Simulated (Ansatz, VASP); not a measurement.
**H: VASP beside Ansatz**

Contents of INCAR:

```
SYSTEM = H
ALGO = Normal
EDIFF = 1E-7
ENCUT = 520
ISIF = 2
ISMEAR = 0
LASPH = .True.
LCHARG = .True.
LELF = .True.
LREAL = .False.
LVHAR = .True.
LWAVE = .False.
NBANDS = 10
NELM = 60
PREC = Accurate
SIGMA = 0.05
```

KPOINTS

```
k-points
0
Gamma
  8 8 4
  0 0 0
```

Contents of POSCAR:

```
H
1.0
    1.6485318600     -2.7316882300      0.0000000000
    1.6485318600      2.7316882300      0.0000000000
    0.0000000000      0.0000000000      6.6294570510
H
4
Direct
    0.5678085000      0.4321915000      0.9995149500
    0.4321915000      0.5678085000      0.0004850500
    0.4321915000      0.5678085000      0.4995149500
    0.5678085000      0.4321915000      0.5004850500
```

Input for Ansatz:

```yaml
crystal:
  lattice:
    - [1.64853186, -2.73168823, 0.0]
    - [1.64853186, 2.73168823, 0.0]
    - [0.0, 0.0, 6.629457051]
  atoms:
    - { symbol: H, position: [0.5678085, 0.4321915, 0.99951495] }
    - { symbol: H, position: [0.4321915, 0.5678085, 0.00048505] }
    - { symbol: H, position: [0.4321915, 0.5678085, 0.49951495] }
    - { symbol: H, position: [0.5678085, 0.4321915, 0.50048505] }
basis:
  ecutwfc: 420
kpoints:
  mp_grid: { grid: [8, 8, 4] }
hamiltonian:
  xc: lda
scf:
  occupations: { method: gaussian, width: 0.05 }
output:
  forces: true
  stress: true
  eigenvalues: true
```

Change from the starting cell: strain +0.000 along x and y, +0.050 along z, atoms carried along.

Alike in both runs: task single point; functional LDA; k mesh 8 × 8 × 4; occupations gaussian, width 0.05 eV; no spin polarisation.

```csv
,VASP,Ansatz
version,VASP 6.6.1,Ansatz 0.2.0
potentials or method,"VASP PAW LDA potentials, release 64 (H)","scalar-relativistic, plane waves, PAW"
plane-wave cutoff (eV),520,420
valence electrons in the cell,4,4
```

```csv
,VASP,Ansatz,Ansatz less VASP
gap on the k mesh at the Fermi level (eV),7.98,7.98,+0.005
least direct gap on the mesh (eV),7.99,7.99,+0.005
pressure (GPa),0.7,0.9,+0.14
largest component of the traceless stress (GPa),2.40,2.40,-0.002
rms of the force components (eV/Å),0.565,0.560,-0.0053
```

Atom by atom the forces differ by 0.005 eV/Å (rms over components).

A k mesh can miss the band edges.
